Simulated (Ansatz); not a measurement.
Ansatz input file:

```yaml
crystal:
  lattice:
    - [0.0, 3.434950639, 3.434950639]
    - [3.434950639, 0.0, 3.434950639]
    - [3.434950639, 3.434950639, 0.0]
  atoms:
    - { symbol: Pb, position: [0.5, 0.5, 0.5] }
    - { symbol: Pb, position: [0.75, 0.75, 0.75] }
basis:
  ecutwfc: 420
kpoints:
  mp_grid: { grid: [10, 10, 10] }
hamiltonian:
  xc: pbe
scf:
  occupations: { method: gaussian, width: 0.1 }
output:
  forces: true
  stress: true
  eigenvalues: true
```

Launched with
```bash
ansatz run input.yaml --threads 1 --pin off --max-ram 1331MiB --backend cpu --events-out ev --progress --plain --runs-dir out
```

The calculation used DFT PBE, scalar-relativistic, plane waves, PAW (Ansatz).

From the run's log, abridged:

```
Pseudopotentials: kind: paw
Pseudopotential: Pb, paw, valence charge 14, recommended cutoff 420 eV (normal)
Functional definition: PBE
Crystal: 2 atoms, lattice volume = 81.057 Å³
Basis set: ecut = 420 eV, 1591 PW (Γ), exchange–correlation on 72×72×72 points (8 copies of the dense FFT grid, shifted against one another)
Bands: 18, of which v1, the nominal top of the filled ones, is band 14 counted from 1 (13 counted from 0)
Symmetry: 48 space group operations
Space group: Fd-3m (ITA 227), of the structure as read, at distance tolerance 4.3e-5 Å
k-points: 47 of 1000
Initial density: superposition of atomic densities (neutral atoms: chi_scale 0, normalization atom), corrected by the library's trained network
Initial wavefunctions: pseudopotential atomic-orbital guess
Functional: x = pbe(κ = 0.804, μ = 0.21951497), c = pbe(β = 0.06672455)
SCF iter   1: F=—  HF=-23812.261840 eV  |F-HF|=—  |Δ(HF+E_count)|=         —  Δρ=1.11e-3  dr2=8.49e-4  ethr=1.77e-3  ⟨swp⟩=6.1  Hψ=4446  notcnv=0
SCF iter   2: F=—  HF=-23812.260087 eV  |F-HF|=—  |Δ(HF+E_count)|=   1.75e-3  Δρ=4.84e-4  dr2=1.16e-4  ethr=3.03e-6  ⟨swp⟩=2.0  Hψ=1881  notcnv=0
SCF iter   3: F=—  HF=-23812.260390 eV  |F-HF|=—  |Δ(HF+E_count)|=   3.03e-4  Δρ=2.26e-4  dr2=2.61e-5  ethr=4.13e-7  ⟨swp⟩=2.0  Hψ=1506  notcnv=0
SCF iter   4: F=—  HF=-23812.260399 eV  |F-HF|=—  |Δ(HF+E_count)|=   9.61e-6  Δρ=6.61e-5  dr2=4.18e-6  ethr=9.31e-8  ⟨swp⟩=2.0  Hψ=1504  notcnv=0
SCF iter   5: F=-23812.260399 eV  HF=-23812.260399 eV  |F-HF|=1.22e-7  |Δ(HF+E_count)|=   8.84e-8  Δρ=4.24e-6  dr2=1.66e-8  ethr=1.49e-8  ⟨swp⟩=2.0  Hψ=1505  notcnv=0
SCF iter   6: F=-23812.260399 eV  HF=-23812.260399 eV  |F-HF|=1.78e-10  |Δ(HF+E_count)|=   1.48e-7  Δρ=1.14e-6  dr2=6.11e-10  ethr=5.92e-11  ⟨swp⟩=3.0  Hψ=3398  notcnv=0
SCF 1 converged in 6 iterations: F = -23812.260399 eV  dr2 = 6.11e-10
SCF converged after 6 iterations
Free energy (F): -23812.260399 eV
Harris-Foulkes:  -23812.260399 eV  (|F-HF|=1.78e-10)
Internal energy: -23812.259198 eV  (E = F + TS)
E sigma→0 (E₀):  -23812.259799 eV
Entropy (-TS):   -0.001201 eV (-0.601 meV/atom)
Fermi energy:    7.158815 eV
--- Per-component energies (eV) ---
  E_band       = -179.257140
  E_kinetic    = 581.037566
  E_local      = -2728.884515  (includes V_loc(G=0)·N_el)
  E_nonlocal   = 699.653546
  E_hartree    = 1105.042913
  E_xc         = -439.828325
  E_vxc        = -263.071548  (∫ρ·V_xc dr)
  E_paw        = -20816.246582  (= ΣΔE_a)
  E_vpaw       = -678.079412  (= ΣTr[D̂ρ^β])
  E_aug_tail   = 0.000109  (compensation charges beyond the density's cutoff)
  E_ewald      = -2213.033911
  E_smearing   = -0.001201  (= −TS)
--- Forces (eV/Å), atoms counted from 1 ---
  atom   1  Pb     0.00000000     0.00000000     0.00000000
  atom   2  Pb     0.00000000     0.00000000     0.00000000
--- Stress (GPa, compression-positive) ---
        2.464529       0.000000       0.000000
        0.000000       2.464529       0.000000
        0.000000       0.000000       2.464529
  P = ⅓ Tr σ = 2.4645 GPa (24.645 kbar)
--- Band table (eV; the first three rows and the last of 47) ---
  k-point 0: bands = ["-10.0965", "-10.0965", "-10.0965", "-10.0196", "-10.0196", "-9.5849", "-9.5849", "-9.5849", "-9.5598", "-9.5598", "-4.0348", "3.2349", "7.5177", "7.5177", "7.5177", "9.5293", "9.5293", "9.5293"]
  k-point 1: bands = ["-10.1075", "-10.1075", "-10.0942", "-10.0042", "-10.0042", "-9.6046", "-9.6046", "-9.5908", "-9.5425", "-9.5425", "-3.9486", "2.9104", "7.3224", "7.3363", "7.3363", "9.7027", "9.7539", "9.7539"]
  k-point 2: bands = ["-10.1251", "-10.1251", "-10.0880", "-9.9760", "-9.9760", "-9.6305", "-9.6305", "-9.6066", "-9.5224", "-9.5224", "-3.6980", "2.1213", "6.8886", "6.9796", "6.9796", "10.1868", "10.1868", "10.4368"]
  k-point 46: bands = ["-10.1888", "-10.1888", "-9.9261", "-9.9261", "-9.7995", "-9.7995", "-9.7382", "-9.7382", "-9.4460", "-9.4460", "-1.3456", "-1.3456", "4.7102", "4.7102", "9.5545", "9.5545", "11.7753", "11.7753"]
```

The run converged.

Spin–orbit coupling is left out, which can shift energies with elements as heavy as these.